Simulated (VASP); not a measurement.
# SnSe2 (strained 1T (CdI2) bulk), PBE single-point calculation: VASP's output and Ansatz's

POSCAR

```
Sn Se
 1.0000000000000000
     3.8634008230963568    0.0000000000288675    0.0000000000000000
    -1.9317004115731784    3.3458032577887216    0.0000000000000000
     0.0000000000000000    0.0000000000000000    6.1729232833000003
 Sn  Se
   1   2
Cartesian
 -0.0000000000000000 -0.0000000000000000 -0.0000000000000000
 -0.0000000000166665  2.2305355052021030  1.5640316298754255
  1.9317004115398451  1.1152677526154853  4.6088916534245739
```

VASP ran with the recommended PBE PAW datasets (26 valence electrons in the cell).

From OUTCAR

```
k-points           NKPTS =     69   k-points in BZ     NKDIM =     69   number of bands    NBANDS=     20

   NELECT =      26.0000    total number of electrons

   dimension x,y,z NGX =    30 NGY =   30 NGZ =   48
   dimension x,y,z NGXF=    60 NGYF=   60 NGZF=   96

  energy-cutoff  :      520.00
  volume of cell :       79.79
      direct lattice vectors                 reciprocal lattice vectors
     3.863400823  0.000000000  0.000000000     0.258839309  0.149440945  0.000000000
    -1.931700412  3.345803258  0.000000000    -0.000000000  0.298881890  0.000000000
     0.000000000  0.000000000  6.172923283     0.000000000  0.000000000  0.161997801

 k-points in reciprocal lattice and weights: KPOINTS created by Atomic Simulation Env
   0.00000000  0.00000000  0.00000000       0.002
   0.08333333 -0.00000000  0.00000000       0.010
   0.16666667 -0.00000000  0.00000000       0.010
   0.25000000 -0.00000000  0.00000000       0.010
   0.33333333 -0.00000000  0.00000000       0.010
   0.41666667  0.00000000  0.00000000       0.010
   0.50000000 -0.00000000  0.00000000       0.005
   0.08333333  0.08333333  0.00000000       0.010
   ...

 E-fermi :   4.2267

 k-point     1 :       0.0000    0.0000    0.0000
  band No.  band energies     occupation
      1     -17.3899      2.00000
      2     -17.3899      2.00000
      3     -17.3586      2.00000
      4     -17.3466      2.00000
      5     -17.3466      2.00000
      6      -9.8543      2.00000
      7      -8.2342      2.00000
      8      -2.2096      2.00000
      9       3.2006      2.00000
     10       3.2006      2.00000
     11       3.4586      2.00000
     12       3.4586      2.00000
     13       3.8229      2.00000
     14       4.7008      0.00000
     15       6.7821      0.00000
     16       8.3952      0.00000
     17       8.3952      0.00000
     18      11.9715      0.00000
     19      12.7583      0.00000
     20      12.7583      0.00000

 k-point     2 :       0.0833   -0.0000    0.0000
  band No.  band energies     occupation
      1     -17.3926      2.00000
      2     -17.3877      2.00000
      3     -17.3569      2.00000
      4     -17.3480      2.00000
      5     -17.3463      2.00000
      6      -9.7892      2.00000
      7      -8.1934      2.00000
      8      -2.1965      2.00000
      9       2.3899      2.00000
     10       2.8845      2.00000
     11       3.1027      2.00000
     12       3.6339      2.00000
     13       3.8683      2.00000
     14       5.3247      0.00000
     15       7.1902      0.00000
     16       8.1676      0.00000
     17       8.5234      0.00000
     18      11.9682      0.00000
     19      12.2141      0.00000
     20      12.8404      0.00000

 k-point     3 :       0.1667   -0.0000    0.0000
  band No.  band energies     occupation
      1     -17.4007      2.00000
      2     -17.3823      2.00000
      3     -17.3542      2.00000
      4     -17.3493      2.00000
      5     -17.3447      2.00000
      6      -9.5981      2.00000
      7      -8.0827      2.00000
      8      -2.1937      2.00000
      9       1.2818      2.00000
     10       2.3347      2.00000
     11       2.4183      2.00000
     12       3.7338      2.00000
     13       3.8163      2.00000
     14       5.9375      0.00000
     15       7.4652      0.00000
     16       8.5059      0.00000
     17       8.8159      0.00000
     18      11.0439      0.00000
     19      12.0428      0.00000
     20      13.0122      0.00000

 k-point     4 :       0.2500   -0.0000    0.0000
  band No.  band energies     occupation
      1     -17.4127      2.00000
      2     -17.3769      2.00000
      3     -17.3578      2.00000
      4     -17.3428      2.00000
      5     -17.3407      2.00000
      6      -9.2969      2.00000
      7      -7.9383      2.00000
      8      -2.3174      2.00000
      9       0.4281      2.00000
     10       1.5895      2.00000
     11       1.9771      2.00000
     12       3.6318      2.00000
     13       3.7143      2.00000
     14       5.7145      0.00000
     15       7.6549      0.00000
     16       9.0619      0.00000
     17       9.3491      0.00000
     18      10.3621      0.00000
     19      12.0081      0.00000
     20      13.4183      0.00000

 ...

  Total        0.8417878      0.8417878      1.4446832      0.0000000     -0.0000000      0.0000000
  in kB       16.9025472     16.9025472     29.0082913      0.0000000     -0.0000000      0.0000000
  external PRESSURE =      20.9377952 kB  Pullay stress =       0.0000000 kB

 POSITION                                       TOTAL-FORCE (eV/Angst)
 -----------------------------------------------------------------------------------
      0.00000      0.00000      0.00000         0.000000     -0.000000      0.000000
     -0.00000      2.23054      1.56403         0.000000      0.000000      0.262453
      1.93170      1.11527      4.60889        -0.000000     -0.000000     -0.262453
 -----------------------------------------------------------------------------------
    total drift:                                0.000000      0.000000     -0.000000

  FREE ENERGIE OF THE ION-ELECTRON SYSTEM (eV)
  ---------------------------------------------------
  free  energy   TOTEN  =       -11.8348540596 eV

  energy  without entropy=      -11.8348540581  energy(sigma->0) =      -11.83485406
```

Each program uses its own PAW datasets. VASP's cell holds 26 valence electrons and Ansatz's 46. Ansatz's stress includes a Pulay correction; VASP's doesn't.

**Question.** What does Ansatz give for the same cell and level of theory?

**Answer.** gap between bands v and c 0.56 eV; least direct gap 0.89 eV; pressure 2.0 GPa; largest force 0.25 eV/Å.

Ansatz printed

```
SCF 1 converged in 6 iterations: F = -16963.359172 eV  dr2 = 3.52e-8
  greatest PAW one-centre occupation: 1.000 electrons in one spin orbital (limit 2), on the Se atom at site 2 (counted from 0), in its partial waves of l = 2
NSCF: frozen V_eff on 8 k-points
SCF converged after 6 iterations
Free energy (F): -16963.359172 eV
Harris-Foulkes:  -16963.359172 eV  (|F-HF|=1.82e-8)
Internal energy: -16963.359172 eV  (E = F + TS)
E sigma→0 (E₀):  -16963.359172 eV
Fermi energy:    8.041819 eV
--- Per-component energies (eV) ---
  E_band       = -876.647907
  E_kinetic    = 424.321734
  E_local      = -6115.488506  (includes V_loc(G=0)·N_el)
  E_nonlocal   = -1222.393467
  E_hartree    = 3126.372298
  E_xc         = -589.552346
  E_vxc        = -290.942357  (∫ρ·V_xc dr)
  E_paw        = -7963.727727  (= ΣΔE_a)
  E_vpaw       = 75.113748  (= ΣTr[D̂ρ^β])
  E_aug_tail   = -0.001228  (compensation charges beyond the density's cutoff)
  E_ewald      = -4622.889928
  E_smearing   = -0.000000  (= −TS)
  E_closure    = 0.000000  (closes the sum)
  Σ components = -16963.359172   (vs F -16963.359172, Δ=0.00e0)
--- Forces (eV/Å), atoms counted from 1 ---
  atom   1  Sn     0.00000000     0.00000000     0.00000000
  atom   2  Se     0.00000000     0.00000000     0.24896905
  atom   3  Se    -0.00000000    -0.00000000    -0.24896905
  max |Σ_I F_I| component: 4.63e-18 eV/Å
--- Stress (GPa, compression-positive) ---
        1.630092      -0.000000      -0.000000
        0.000000       1.630092      -0.000000
       -0.000000      -0.000000       2.834196
  P = ⅓ Tr σ = 2.0315 GPa (20.315 kbar)
--- Band table (eV; the first three rows and the last of 69) ---
  k-point 0: bands = ["-39.1343", "-39.1343", "-39.1343", "-39.1343", "-39.1028", "-39.1028", "-39.1023", "-39.1023", "-39.0907", "-39.0906", "-13.5710", "-13.5710", "-13.5399", "-13.5282", "-13.5282", "-6.0387", "-4.4217", "1.6012", "7.0168", "7.0168", "7.2735", "7.2735", "7.6329", "8.5214", "10.6051", "12.2154", "12.2154"]
  k-point 1: bands = ["-39.1343", "-39.1343", "-39.1343", "-39.1343", "-39.1027", "-39.1027", "-39.1024", "-39.1024", "-39.0907", "-39.0906", "-13.5710", "-13.5710", "-13.5398", "-13.5282", "-13.5282", "-5.9537", "-4.5900", "1.9818", "6.4827", "6.9547", "6.9547", "7.3676", "7.3676", "9.4190", "10.5875", "12.0724", "12.0724"]
  k-point 2: bands = ["-39.1343", "-39.1343", "-39.1343", "-39.1343", "-39.1026", "-39.1026", "-39.1025", "-39.1025", "-39.0907", "-39.0906", "-13.5710", "-13.5710", "-13.5398", "-13.5282", "-13.5282", "-5.8474", "-4.7746", "2.4545", "5.6534", "6.9133", "6.9133", "7.4421", "7.4421", "9.9556", "10.5138", "11.9374", "11.9374"]
  k-point 68: bands = ["-39.1341", "-39.1340", "-39.1340", "-39.1340", "-39.1027", "-39.1026", "-39.1026", "-39.1026", "-39.0904", "-39.0904", "-13.5867", "-13.5867", "-13.5266", "-13.5266", "-13.5120", "-4.1047", "-4.1047", "0.4596", "3.6365", "3.6365", "4.1094", "7.3165", "7.3165", "9.9787", "12.2313", "12.2313", "13.6798"]
```
